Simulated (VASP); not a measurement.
Write the native input for VASP 6.6.1 that does the following.

| Quantity | Value |
| --- | --- |
| Task | relaxation of cell and atoms |
| Functional | LDA |
| Potentials or basis | VASP PAW LDA potentials, release 64 (Sb, Ga_d) |
| Cutoff | 600 eV |
| k mesh | 8 × 8 × 8 |
| Occupations | fermi-dirac, width 0.05 eV |
| Spin | no spin polarisation |
| Dipole correction | no |
| Further INCAR settings | ALGO = Fast; EDIFF = 1e-06; IBRION = 2; EDIFFG = -0.01; NSW = 60; ISIF = 3 |

The structure of GaSb lies in POSCAR:

```
GaSb
1.0
    0.0000000000      3.0590000000      3.0590000000
    3.0590000000      0.0000000000      3.0590000000
    3.0590000000      3.0590000000      0.0000000000
Sb Ga
1 1
Direct
    0.7500000000      0.7500000000      0.7500000000
    0.0000000000      0.0000000000      0.0000000000
```

These files were run (other wordings do the same):

INCAR

```
PREC = Accurate ; ENCUT = 600
EDIFF = 1E-6 ; ISMEAR = -1
SIGMA = 0.05 ; LREAL = F
LASPH = T ; NELM = 80
ALGO = Fast ; ISIF = 3
LWAVE = F ; LCHARG = F
GGA = CA ; IBRION = 2
NSW = 60 ; EDIFFG = -0.01
```

KPOINTS

```
Automatic mesh
0
Gamma
  8 8 8
```

Potentials or basis: VASP PAW LDA potentials, release 64 (Sb, Ga_d).

Command:

```sh
$ cat potpaw_LDA.64/Sb/POTCAR potpaw_LDA.64/Ga_d/POTCAR > POTCAR
$ mpirun -np 1 vasp_std > vasp.out
```

Results of the run:

- Relaxed volume: 27.78 Å³/atom
- Relaxed cell: a = 4.283 Å, b = 4.283 Å, c = 4.283 Å, α = 60.00°, β = 60.00°, γ = 60.00°
- Space group after relaxing (to 0.05 Å): F-43m (No. 216)
- Energy gained by relaxing: 4.3 meV/atom
- Ionic steps: 7
- Pressure after relaxing: -0.1 GPa
- Band gap on the k mesh: 0.09 eV, direct

Caveat: spin-orbit coupling is left out, which moves the levels of the heavy elements.

Wall time 43 s on 1 thread of Intel(R) Xeon(R) 6975P-C (Granite Rapids) (shared host), peak memory 0.2 GiB.
